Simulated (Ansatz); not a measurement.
The system is SiNi.

```
CELL_PARAMETERS angstrom
2.94277 0.00000 0.00000
0.00000 3.28033 0.00000
0.00000 0.00000 4.67745
ATOMIC_POSITIONS crystal
Ni 0.50000 0.50000 0.34250
Ni 0.00000 0.00000 0.65750
Si 0.50000 0.50000 0.84314
Si 0.00000 0.00000 0.15686
```

The cell is a database's computed one.

| Quantity | Value |
| --- | --- |
| Program | Ansatz 0.2.0 |
| Task | single point |
| Functional | PBE |
| Potentials or basis | Ansatz PAW |
| Cutoff | 420 eV (not typed: the program's choice for these potentials) |
| k mesh | 9 × 8 × 6 |
| Occupations | fermi-dirac, width 0.05 eV |
| Spin | collinear spin, ferromagnetic start |
| Starting moments | [1.0, 1.0, 0.0, 0.0] μB |

On this cell: pressure 6.7 GPa; largest force 0.054 eV/Å; net moment 0.00 μB per cell; band gap on the k mesh none (metal or under the smearing width).

The same run follows on a disturbed copy (atoms moved at random, drawn with an rms of 0.05 Å):

```
CELL_PARAMETERS angstrom
2.94277 0.00000 0.00000
0.00000 3.28033 0.00000
0.00000 0.00000 4.67745
ATOMIC_POSITIONS crystal
Ni 0.49231 0.49907 0.33863
Ni 0.99697 0.99110 0.65411
Si 0.50116 0.50926 0.84485
Si 0.99226 0.00146 0.15428
```

Problem. What changes?

Solution. The energy (extrapolated to zero smearing) moves by +4.1 meV/atom; pressure 6.8 GPa; largest force 0.486 eV/Å; net moment 0.00 μB per cell; band gap on the k mesh none (metal or under the smearing width).

Forces in eV/Å, atoms in the order of the input:
```
Ni   0.052 -0.024  0.265
Ni   0.002  0.380  0.027
Si  -0.103 -0.369 -0.300
Si   0.048  0.012  0.008
```

Stress tensor (GPa, compression positive):
```
 6.85  0.08  0.16
 0.08  7.01 -0.14
 0.16 -0.14  6.56
```

Caveats: the starting moments weren't kept.
